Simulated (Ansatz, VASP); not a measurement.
# Two plane-wave programs on TiC

```
CELL_PARAMETERS angstrom
0.00000 2.16646 2.16646
2.16646 0.00000 2.16646
2.16646 2.16646 0.00000
ATOMIC_POSITIONS crystal
Ti 0.00000 0.00000 0.00000
C 0.50000 0.50000 0.50000
```

Alike in both runs: functional PBE; k mesh 16 × 16 × 16; occupations gaussian, width 0.1 eV; no spin polarisation.

Ansatz relaxed the structure, and its values are those at the end. VASP's run is a single point on that final structure, the one shown.

|  | VASP | Ansatz |
| --- | --- | --- |
| version | VASP 6.6.1 | Ansatz 0.2.0 |
| potentials or method | VASP PAW PBE potentials, release 64 (Ti_sv, C) | scalar-relativistic, plane waves, PAW |
| plane-wave cutoff (eV) | 520 | 420 |
| valence electrons in the cell | 16 | 16 |

```csv
,VASP,Ansatz,Ansatz less VASP
gap on the k mesh at the Fermi level (eV),none,none,-
pressure (GPa),0.2,0.0,-0.21
```

A gap of «none» marks a metal or a gap that the smearing closes.
